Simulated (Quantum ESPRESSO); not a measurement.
# FeO (Wuestite) (Fm-3m) in Quantum ESPRESSO: equation of state

How stiff is FeO (Wuestite) in PBEsol, and what volume does it want? The cell is scaled to several volumes.

Everything below comes from runs of Quantum ESPRESSO 7.5. Logs are shortened: lines on timing, memory, paths and dates and some standing lists are left out, and cuts for length are marked.

## Step 1: Starting point

The structure is cubic, space group Fm-3m (No. 225). Conventional cell: a = 4.311 Å, b = 4.311 Å, c = 4.311 Å, α = 90.00°, β = 90.00°, γ = 90.00°. Around Fe (site symmetry m-3m) lie 6 O at 2.16 Å. O (site symmetry m-3m) is surrounded by 6 Fe at 2.16 Å.

## Step 2: Single point, PBEsol, collinear spin, ferromagnetic start, 9.41 Å³/atom

pw.in

```
&CONTROL
  calculation = 'scf'
  prefix = 'pwscf'
  outdir = './tmp'
  pseudo_dir = './pseudo'
  tprnfor = .true.
  tstress = .true.
  disk_io = 'nowf'
/
&SYSTEM
  ibrav = 0
  nat = 2
  ntyp = 2
  ecutwfc = 56
  ecutrho = 448
  nbnd = 21
  occupations = 'smearing'
  smearing = 'fd'
  degauss = 0.00367493
  nspin = 2
  starting_magnetization(1) = 0.1875
  starting_magnetization(2) = 0
/
&ELECTRONS
  conv_thr = 4d-10
  electron_maxstep = 120
  mixing_beta = 0.3
/
ATOMIC_SPECIES
Fe    55.8450 fe_pbesol_v1.5.uspp.F.UPF
O     15.9990 o_pbesol_v1.2.uspp.F.UPF
CELL_PARAMETERS angstrom
   0.0000000000    2.1113998987    2.1113998987
   2.1113998987    0.0000000000    2.1113998987
   2.1113998987    2.1113998987    0.0000000000
ATOMIC_POSITIONS crystal
Fe     0.0000000000    0.0000000000    0.0000000000
O      0.5000000000    0.5000000000    0.5000000000
K_POINTS automatic
11 11 11 0 0 0
```

Potentials or basis: GBRV 1.5 PBEsol.

Command:

```console
OMP_NUM_THREADS=1 mpirun -n 2 pw.x -nk 2 -in pw.in > pw.out
```

pw.out:

```text
This program is part of the open-source Quantum ESPRESSO suite
     for quantum simulation of materials; please cite
[... 13 lines left out ...]
     --------------------
     sticks:   dense  smooth     PW     G-vecs:    dense   smooth      PW
     Sum         967     499    163                20179     7239    1363

     Using Slab Decomposition

     bravais-lattice index     =            0
     lattice parameter (alat)  =       5.6427  a.u.
     unit-cell volume          =     127.0393 (a.u.)^3
     number of atoms/cell      =            2
     number of atomic types    =            2
     number of electrons       =        22.00
     number of Kohn-Sham states=           21
     kinetic-energy cutoff     =      56.0000  Ry
     charge density cutoff     =     448.0000  Ry
     scf convergence threshold =      4.0E-10
     mixing beta               =       0.3000
     number of iterations used =            8  plain     mixing
     Exchange-correlation= SLA  PW   PSX  PSC
                           (   1   4  10   8   0   0   0)

     celldm(1)=   5.642666  celldm(2)=   0.000000  celldm(3)=   0.000000
     celldm(4)=   0.000000  celldm(5)=   0.000000  celldm(6)=   0.000000

     crystal axes: (cart. coord. in units of alat)
               a(1) = (   0.000000   0.707107   0.707107 )
               a(2) = (   0.707107   0.000000   0.707107 )
               a(3) = (   0.707107   0.707107   0.000000 )

     reciprocal axes: (cart. coord. in units 2 pi/alat)
               b(1) = ( -0.707107  0.707107  0.707107 )
               b(2) = (  0.707107 -0.707107  0.707107 )
               b(3) = (  0.707107  0.707107 -0.707107 )

     PseudoPot. # 1 for Fe read from file:
     fe_pbesol_v1.5.uspp.F.UPF
     Pseudo is Ultrasoft + core correction, Zval = 16.0
     Generated by new atomic code, or converted to UPF format
     Using radial grid of  861 points,  6 beta functions with:
                l(1) =   0
                l(2) =   0
                l(3) =   1
                l(4) =   1
                l(5) =   2
                l(6) =   2
     Q(r) pseudized with  8 coefficients,  rinner =    1.000   1.000   1.000
                                                       1.000   1.000

     PseudoPot. # 2 for O  read from file:
     o_pbesol_v1.2.uspp.F.UPF
     Pseudo is Ultrasoft + core correction, Zval =  6.0
     Generated by new atomic code, or converted to UPF format
     Using radial grid of  737 points,  5 beta functions with:
                l(1) =   0
                l(2) =   0
                l(3) =   1
                l(4) =   1
                l(5) =   2
     Q(r) pseudized with  8 coefficients,  rinner =    0.900   0.900   0.900
                                                       0.900   0.900

     atomic species   valence    mass     pseudopotential
     Fe               16.00    55.84500     Fe( 1.00)
     O                 6.00    15.99900     O ( 1.00)

     Starting magnetic structure
     atomic species   magnetization
     Fe              0.188
     O               0.000

     48 Sym. Ops., with inversion, found

   Cartesian axes

     site n.     atom                  positions (alat units)
         1        Fe     tau(   1) = (   0.0000000   0.0000000   0.0000000  )
         2        O      tau(   2) = (   0.7071068   0.7071068   0.7071068  )

     number of k points=    56  Fermi-Dirac smearing, width (Ry)=  0.0037
                       cart. coord. in units 2pi/alat
        k(    1) = (   0.0000000   0.0000000   0.0000000), wk =   0.0007513
        k(    2) = (   0.0642824   0.0642824  -0.0642824), wk =   0.0060105
        k(    3) = (   0.1285649   0.1285649  -0.1285649), wk =   0.0060105
        k(    4) = (   0.1928473   0.1928473  -0.1928473), wk =   0.0060105
        k(    5) = (   0.2571297   0.2571297  -0.2571297), wk =   0.0060105
        k(    6) = (   0.3214122   0.3214122  -0.3214122), wk =   0.0060105
        k(    7) = (   0.1285649   0.0000000  -0.0000000), wk =   0.0045079
        k(    8) = (   0.1928473   0.0642824  -0.0642824), wk =   0.0180316
        k(    9) = (   0.2571297   0.1285649  -0.1285649), wk =   0.0180316
        k(   10) = (   0.3214122   0.1928473  -0.1928473), wk =   0.0180316
        k(   11) = (   0.3856946   0.2571297  -0.2571297), wk =   0.0180316
        k(   12) = (  -0.2571297  -0.3856946   0.3856946), wk =   0.0180316
        k(   13) = (  -0.1928473  -0.3214122   0.3214122), wk =   0.0180316
        k(   14) = (  -0.1285649  -0.2571297   0.2571297), wk =   0.0180316
        k(   15) = (  -0.0642824  -0.1928473   0.1928473), wk =   0.0180316
        k(   16) = (  -0.0000000  -0.1285649   0.1285649), wk =   0.0090158
        k(   17) = (   0.2571297   0.0000000  -0.0000000), wk =   0.0045079
        k(   18) = (   0.3214122   0.0642824  -0.0642824), wk =   0.0180316
        k(   19) = (   0.3856946   0.1285649  -0.1285649), wk =   0.0180316
        k(   20) = (   0.4499770   0.1928473  -0.1928473), wk =   0.0180316
        k(   21) = (  -0.1928473  -0.4499770   0.4499770), wk =   0.0180316
        k(   22) = (  -0.1285649  -0.3856946   0.3856946), wk =   0.0180316
        k(   23) = (  -0.0642824  -0.3214122   0.3214122), wk =   0.0180316
        k(   24) = (   0.0000000  -0.2571297   0.2571297), wk =   0.0090158
        k(   25) = (   0.3856946   0.0000000  -0.0000000), wk =   0.0045079
        k(   26) = (   0.4499770   0.0642824  -0.0642824), wk =   0.0180316
        k(   27) = (   0.5142595   0.1285649  -0.1285649), wk =   0.0180316
        k(   28) = (  -0.1285649  -0.5142595   0.5142595), wk =   0.0180316
        k(   29) = (  -0.0642824  -0.4499770   0.4499770), wk =   0.0180316
        k(   30) = (  -0.0000000  -0.3856946   0.3856946), wk =   0.0090158
        k(   31) = (   0.5142595   0.0000000  -0.0000000), wk =   0.0045079
        k(   32) = (   0.5785419   0.0642824  -0.0642824), wk =   0.0180316
        k(   33) = (  -0.0642824  -0.5785419   0.5785419), wk =   0.0180316
        k(   34) = (  -0.0000000  -0.5142595   0.5142595), wk =   0.0090158
        k(   35) = (   0.6428243  -0.0000000   0.0000000), wk =   0.0045079
        k(   36) = (  -0.0000000  -0.6428243   0.6428243), wk =   0.0090158
        k(   37) = (   0.2571297   0.1285649   0.0000000), wk =   0.0180316
        k(   38) = (   0.3214122   0.1928473  -0.0642824), wk =   0.0360631
        k(   39) = (   0.3856946   0.2571297  -0.1285649), wk =   0.0360631
        k(   40) = (  -0.2571297  -0.3856946   0.5142595), wk =   0.0360631
        k(   41) = (   0.3856946   0.1285649  -0.0000000), wk =   0.0180316
        k(   42) = (   0.4499770   0.1928473  -0.0642824), wk =   0.0360631
        k(   43) = (  -0.1928473  -0.4499770   0.5785419), wk =   0.0360631
        k(   44) = (  -0.1285649  -0.3856946   0.5142595), wk =   0.0360631
        k(   45) = (  -0.0642824  -0.3214122   0.4499770), wk =   0.0360631
        k(   46) = (   0.0000000  -0.2571297   0.3856946), wk =   0.0180316
        k(   47) = (   0.5142595   0.1285649   0.0000000), wk =   0.0180316
        k(   48) = (  -0.1285649  -0.5142595   0.6428243), wk =   0.0360631
        k(   49) = (  -0.0642824  -0.4499770   0.5785419), wk =   0.0360631
        k(   50) = (   0.0000000  -0.3856946   0.5142595), wk =   0.0180316
        k(   51) = (  -0.0642824  -0.5785419   0.7071068), wk =   0.0180316
        k(   52) = (  -0.0000000  -0.5142595   0.6428243), wk =   0.0180316
        k(   53) = (  -0.1928473  -0.4499770   0.7071068), wk =   0.0180316
        k(   54) = (  -0.1285649  -0.3856946   0.6428243), wk =   0.0360631
        k(   55) = (  -0.0642824  -0.4499770   0.7071068), wk =   0.0180316
        k(   56) = (   0.0000000  -0.3856946   0.6428243), wk =   0.0180316

     Dense  grid:    20179 G-vectors     FFT dimensions: (  40,  40,  40)

     Smooth grid:     7239 G-vectors     FFT dimensions: (  27,  27,  27)

     Check: negative core charge=   -0.000031
     Generating pointlists ...
     new r_m :   0.2917 (alat units)  1.6459 (a.u.) for type    1
     new r_m :   0.2917 (alat units)  1.6459 (a.u.) for type    2

     Initial potential from superposition of free atoms

     starting charge      21.0000, renormalised to      22.0000
     Starting wfcs are   17 randomized atomic wfcs +    4 random wfcs

     Self-consistent Calculation

     iteration #  1     ecut=    56.00 Ry     beta= 0.30
     Davidson diagonalization with overlap
     ethr =  1.00E-02,  avg # of iterations =  5.5

     total energy              =    -282.24641429 Ry
     estimated scf accuracy    <       0.62131441 Ry

     total magnetization       =     3.65 Bohr mag/cell
     absolute magnetization    =     3.65 Bohr mag/cell

     iteration #  2     ecut=    56.00 Ry     beta= 0.30
     Davidson diagonalization with overlap
     ethr =  2.82E-03,  avg # of iterations =  1.8

     total energy              =    -282.37322979 Ry
     estimated scf accuracy    <       0.13109805 Ry

     total magnetization       =     3.27 Bohr mag/cell
     absolute magnetization    =     3.27 Bohr mag/cell

     iteration #  3     ecut=    56.00 Ry     beta= 0.30
     Davidson diagonalization with overlap
     ethr =  5.96E-04,  avg # of iterations =  1.2

     total energy              =    -282.40092013 Ry
     estimated scf accuracy    <       0.02300644 Ry

     total magnetization       =     3.78 Bohr mag/cell
     absolute magnetization    =     3.78 Bohr mag/cell

     iteration #  4     ecut=    56.00 Ry     beta= 0.30
     Davidson diagonalization with overlap
     ethr =  1.05E-04,  avg # of iterations =  1.6

     total energy              =    -282.40710526 Ry
     estimated scf accuracy    <       0.01105274 Ry

     total magnetization       =     3.82 Bohr mag/cell
     absolute magnetization    =     3.82 Bohr mag/cell

     iteration #  5     ecut=    56.00 Ry     beta= 0.30
     Davidson diagonalization with overlap
     ethr =  5.02E-05,  avg # of iterations =  1.5

     total energy              =    -282.40999654 Ry
     estimated scf accuracy    <       0.00073815 Ry

     total magnetization       =     4.00 Bohr mag/cell
     absolute magnetization    =     4.00 Bohr mag/cell

     iteration #  6     ecut=    56.00 Ry     beta= 0.30
     Davidson diagonalization with overlap
     ethr =  3.36E-06,  avg # of iterations =  3.2

     total energy              =    -282.41007513 Ry
     estimated scf accuracy    <       0.00013795 Ry

     total magnetization       =     4.00 Bohr mag/cell
     absolute magnetization    =     4.01 Bohr mag/cell

     iteration #  7     ecut=    56.00 Ry     beta= 0.30
     Davidson diagonalization with overlap
     ethr =  6.27E-07,  avg # of iterations =  1.5

     total energy              =    -282.41010222 Ry
     estimated scf accuracy    <       0.00000503 Ry

     total magnetization       =     4.00 Bohr mag/cell
     absolute magnetization    =     4.01 Bohr mag/cell

     iteration #  8     ecut=    56.00 Ry     beta= 0.30
     Davidson diagonalization with overlap
     ethr =  2.29E-08,  avg # of iterations =  1.7

     total energy              =    -282.41010432 Ry
     estimated scf accuracy    <       0.00000237 Ry

     total magnetization       =     4.00 Bohr mag/cell
     absolute magnetization    =     4.01 Bohr mag/cell

     iteration #  9     ecut=    56.00 Ry     beta= 0.30
     Davidson diagonalization with overlap
     ethr =  1.08E-08,  avg # of iterations =  1.8

     total energy              =    -282.41010512 Ry
     estimated scf accuracy    <       0.00000060 Ry

     total magnetization       =     4.00 Bohr mag/cell
     absolute magnetization    =     4.01 Bohr mag/cell

     iteration # 10     ecut=    56.00 Ry     beta= 0.30
     Davidson diagonalization with overlap
     ethr =  2.71E-09,  avg # of iterations =  2.0

     total energy              =    -282.41010530 Ry
     estimated scf accuracy    <       0.00000027 Ry

     total magnetization       =     4.00 Bohr mag/cell
     absolute magnetization    =     4.01 Bohr mag/cell

     iteration # 11     ecut=    56.00 Ry     beta= 0.30
     Davidson diagonalization with overlap
     ethr =  1.21E-09,  avg # of iterations =  1.4

     total energy              =    -282.41010536 Ry
     estimated scf accuracy    <          8.5E-09 Ry

     total magnetization       =     4.00 Bohr mag/cell
     absolute magnetization    =     4.01 Bohr mag/cell

     iteration # 12     ecut=    56.00 Ry     beta= 0.30
     Davidson diagonalization with overlap
     ethr =  3.86E-11,  avg # of iterations =  1.0

     total energy              =    -282.41010537 Ry
     estimated scf accuracy    <          1.0E-09 Ry

     total magnetization       =     4.00 Bohr mag/cell
     absolute magnetization    =     4.01 Bohr mag/cell

     iteration # 13     ecut=    56.00 Ry     beta= 0.30
     Davidson diagonalization with overlap
     ethr =  4.68E-12,  avg # of iterations =  1.7

     total energy              =    -282.41010538 Ry
     estimated scf accuracy    <          5.3E-10 Ry

     total magnetization       =     4.00 Bohr mag/cell
     absolute magnetization    =     4.01 Bohr mag/cell

     iteration # 14     ecut=    56.00 Ry     beta= 0.30
     Davidson diagonalization with overlap
     ethr =  2.42E-12,  avg # of iterations =  1.9

     Magnetic moment per site  (integrated on atomic sphere of radius R)
     atom   1 (R=0.292)  charge= 13.4700  magn=  3.4258
     atom   2 (R=0.292)  charge=  5.7656  magn=  0.3366

     End of self-consistent calculation

     Number of k-points >= 100: set verbosity='high' to print the bands.

     the Fermi energy is    15.5716 ev

!    total energy              =    -282.41010538 Ry
     estimated scf accuracy    <          2.1E-12 Ry
     smearing contrib. (-TS)   =      -0.00076482 Ry
     internal energy E=F+TS    =    -282.40934056 Ry

     The total energy is F=E-TS. E is the sum of the following terms:
     one-electron contribution =    -130.29453665 Ry
     hartree contribution      =      78.17450744 Ry
     xc contribution           =     -36.30171360 Ry
     ewald contribution        =    -193.98759775 Ry

     total magnetization       =     4.00 Bohr mag/cell
     absolute magnetization    =     4.01 Bohr mag/cell

     convergence has been achieved in  14 iterations

     Forces acting on atoms (cartesian axes, Ry/au):

     atom    1 type  1   force =     0.00000000   -0.00000000    0.00000000
     atom    2 type  2   force =    -0.00000000    0.00000000   -0.00000000

     Total force =     0.000000     Total SCF correction =     0.000000

     Computing stress (Cartesian axis) and pressure

          total   stress  (Ry/bohr**3)                   (kbar)     P=       37.45
   0.00025458   0.00000000   0.00000000           37.45        0.00        0.00
   0.00000000   0.00025458   0.00000000            0.00       37.45        0.00
   0.00000000   0.00000000   0.00025458            0.00        0.00       37.45

=------------------------------------------------------------------------------=
   JOB DONE.
=------------------------------------------------------------------------------=
```

Wall time 15 s (2 MPI ranks of Intel Xeon 6975P-C (Granite Rapids), shared host); peak memory 0.2 GiB.

What came out:

```
Free energy                                           : -3842.3852 eV
Pressure                                              : 3.7 GPa
Band gap on the k mesh                                : none (metal or under the smearing width)
Net moment                                            : 4.00 μB per cell
Absolute moment                                       : 4.01 μB per cell
Site moments                                          : Fe +3.43; O +0.34 μB
Valence electrons inside the program's atomic spheres : Fe 13.47; O 5.77
```

Caveat: a cell with one magnetic atom can't hold antiferromagnetic order, which such compounds often take; semilocal functionals often make such compounds metallic where correlation or magnetic order opens a gap, which also shifts bond lengths.

## Step 3: Single point, PBEsol, collinear spin, ferromagnetic start, 9.61 Å³/atom

Edit pw.in of step 2 so:

```diff
@@ -32,5 +32,5 @@
 CELL_PARAMETERS angstrom
-   0.0000000000    2.1113998987    2.1113998987
-   2.1113998987    0.0000000000    2.1113998987
-   2.1113998987    2.1113998987    0.0000000000
+   0.0000000000    2.1262694020    2.1262694020
+   2.1262694020    0.0000000000    2.1262694020
+   2.1262694020    2.1262694020    0.0000000000
 ATOMIC_POSITIONS crystal
```

Potentials or basis: GBRV 1.5 PBEsol.

Command:

```console
OMP_NUM_THREADS=1 mpirun -n 2 pw.x -nk 2 -in pw.in > pw.out
```

Wall time 16 s (2 MPI ranks of Intel Xeon 6975P-C (Granite Rapids), shared host); peak memory 0.2 GiB.

Results (log left out):

* Free energy: -3842.3891 eV
* Pressure: -0.8 GPa
* Band gap on the k mesh: none (metal or under the smearing width)
* Net moment: 4.00 μB per cell
* Absolute moment: 4.01 μB per cell
* Site moments: Fe +3.44; O +0.33 μB
* Valence electrons inside the program's atomic spheres: Fe 13.49; O 5.78

Caveat: a cell with one magnetic atom can't hold antiferromagnetic order, which such compounds often take; semilocal functionals often make such compounds metallic where correlation or magnetic order opens a gap, which also shifts bond lengths.

## Step 4: Single point, PBEsol, collinear spin, ferromagnetic start, 9.81 Å³/atom

Edit pw.in of step 3 so:

```diff
@@ -32,5 +32,5 @@
 CELL_PARAMETERS angstrom
-   0.0000000000    2.1262694020    2.1262694020
-   2.1262694020    0.0000000000    2.1262694020
-   2.1262694020    2.1262694020    0.0000000000
+   0.0000000000    2.1409337923    2.1409337923
+   2.1409337923    0.0000000000    2.1409337923
+   2.1409337923    2.1409337923    0.0000000000
 ATOMIC_POSITIONS crystal
```

Command:

```console
OMP_NUM_THREADS=1 mpirun -n 2 pw.x -nk 2 -in pw.in > pw.out
```

Wall time 14 s (2 MPI ranks of Intel Xeon 6975P-C (Granite Rapids), shared host); peak memory 0.22 GiB.

The run converged. Its results:

| Item | Value |
| --- | --- |
| Free energy | -3842.3823 eV |
| Pressure | -4.8 GPa |
| Band gap on the k mesh | none (metal or under the smearing width) |
| Net moment | 4.00 μB per cell |
| Absolute moment | 4.01 μB per cell |
| Site moments | Fe +3.45; O +0.33 μB |
| Valence electrons inside the program's atomic spheres | Fe 13.51; O 5.80 |

Caveat: a cell with one magnetic atom can't hold antiferromagnetic order, which such compounds often take; semilocal functionals often make such compounds metallic where correlation or magnetic order opens a gap, which also shifts bond lengths.

## Step 5: Single point, PBEsol, collinear spin, ferromagnetic start, 10.01 Å³/atom

Edit pw.in of step 4 so:

```diff
@@ -32,5 +32,5 @@
 CELL_PARAMETERS angstrom
-   0.0000000000    2.1409337923    2.1409337923
-   2.1409337923    0.0000000000    2.1409337923
-   2.1409337923    2.1409337923    0.0000000000
+   0.0000000000    2.1554000000    2.1554000000
+   2.1554000000    0.0000000000    2.1554000000
+   2.1554000000    2.1554000000    0.0000000000
 ATOMIC_POSITIONS crystal
```

Command:

```console
OMP_NUM_THREADS=1 mpirun -n 2 pw.x -nk 2 -in pw.in > pw.out
```

Run time: 14 s. Hardware: 2 MPI ranks of Intel Xeon 6975P-C (Granite Rapids), shared host; peak memory 0.22 GiB.

The run converged. Its results:

| Item | Value |
| --- | --- |
| Free energy | -3842.3660 eV |
| Pressure | -8.4 GPa |
| Band gap on the k mesh | none (metal or under the smearing width) |
| Net moment | 4.00 μB per cell |
| Absolute moment | 4.01 μB per cell |
| Site moments | Fe +3.46; O +0.32 μB |
| Valence electrons inside the program's atomic spheres | Fe 13.53; O 5.81 |

Caveat: a cell with one magnetic atom can't hold antiferromagnetic order, which such compounds often take; semilocal functionals often make such compounds metallic where correlation or magnetic order opens a gap, which also shifts bond lengths.

(Part 1 of 2 ends here.)
